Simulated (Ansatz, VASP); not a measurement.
# Bi: VASP beside Ansatz

```
Bi
1.0
    -1.84333    1.84333    1.84333
     1.84333   -1.84333    1.84333
     1.84333    1.84333   -1.84333
Bi
1
Direct
  0.00000 0.00000 0.00000
```

Alike in both runs: task single point; functional r2SCAN; k mesh 16 × 16 × 16; occupations fermi-dirac, width 0.1 eV; no spin polarisation.

|  | VASP | Ansatz |
| --- | --- | --- |
| version | VASP 6.6.1 | Ansatz 0.2.0 |
| potentials or method | VASP PAW PBE potentials, release 64 (Bi_d) | scalar-relativistic, plane waves, PAW |
| plane-wave cutoff (eV) | 520 | 500 |
| valence electrons in the cell | 15 | 15 |

|  | VASP | Ansatz | Ansatz less VASP |
| --- | --- | --- | --- |
| gap on the k mesh at the Fermi level (eV) | none | none | - |
| pressure (GPa) | 20.2 | 20.2 | -0.04 |

A gap of «none» marks a metal or a gap that the smearing closes. With one functional, cell and mesh, what is left measures potentials, basis and numerics.

Caveats: so large a pressure means that the cell lies far from this level's equilibrium, or that cutoff or potentials fall short (VASP); the potentials were made for another functional, which shifts forces and pressure (VASP); spin-orbit coupling is left out, which moves the levels of the heavy elements.
